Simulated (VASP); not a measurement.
Crystal: Sb.

```
Sb
1.0
     3.12240    0.00000    0.00000
     0.00000    4.34752    0.00000
    -0.03891    0.00000    4.40585
Sb
2
Direct
  0.01139 0.25000 0.24117
  0.98861 0.75000 0.75883
```

This isn't the form of Sb at room conditions, which is rhombohedral.

| Item | Value |
| --- | --- |
| Program | VASP 6.6.1 |
| Task | single point |
| Functional | PBE |
| Potentials or basis | VASP PAW PBE potentials, release 64 (Sb) |
| Cutoff | 520 eV |
| k mesh | 9 × 6 × 6 |
| Occupations | fermi-dirac, width 0.05 eV |
| Spin | no spin polarisation |

On this cell: pressure 0.4 GPa; largest force 0.061 eV/Å; band gap on the k mesh none (metal or under the smearing width).

The same run follows on a disturbed copy (atoms moved at random, drawn with an rms of 0.05 Å):

```
Sb
1.0
     3.12240    0.00000    0.00000
     0.00000    4.34752    0.00000
    -0.03891    0.00000    4.40585
Sb
2
Direct
  0.01218 0.26149 0.24261
  0.00154 0.74648 0.76535
```

What does the disturbed cell give?

The energy (extrapolated to zero smearing) moves by +2.2 meV/atom; pressure 0.6 GPa; largest force 0.123 eV/Å; band gap on the k mesh none (metal or under the smearing width).

Forces in eV/Å, atoms in the order of the input:
```
Sb  -0.012 -0.096  0.076
Sb   0.012  0.096 -0.076
```

Stress tensor (GPa, compression positive):
```
 1.10  0.01  0.09
 0.01  0.28 -0.45
 0.09 -0.45  0.52
```
